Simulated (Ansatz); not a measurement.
V: strain and displacement

```xyz
1
Lattice="0.0000 1.8950 1.8950 1.8950 0.0000 1.8950 1.8950 1.8950 0.0000" Properties=species:S:1:pos:R:3 pbc="T T T"
V     0.0000    0.0000    0.0000
```

The cell is COD entry 1534881, as deposited and not checked against the literature; nothing was relaxed.

Theory: Ansatz 0.2.0, DFT, PBE, all-electron LAPW, scalar-relativistic.

Settings: a Γ-centred 15×15×15 k mesh, Fermi–Dirac smearing of 0.08 eV, basis error target 1 meV/atom, spin-polarised from start moments V 1.5 μB (the moments died away, and the run ended non-magnetic).

The unchanged cell is at 3.94 GPa, so energy changes include a term −P ΔV where the volume moves.

In a metal, stresses and small energies carry noise from the k mesh.

x, y and z are the Cartesian axes of the cell as listed; fractional coordinates follow a strain, and an engineering shear is twice the off-diagonal strain component.

(1) With this change (x and y strained by +2 %, z held), what becomes of the energy and stress?

With z strained by -4 % at fixed volume: energy change -28 meV/atom; stress change (xx, yy, zz, yz, xz, xy) 4.28, 4.28, -10.69, 0.00, 0.00, 0.00 GPa, compression positive.

Answers

(1) Energy change -4 meV/atom; stress change (xx, yy, zz, yz, xz, xy) -5.46, -5.46, -10.30, 0.00, 0.00, 0.00 GPa, compression positive.
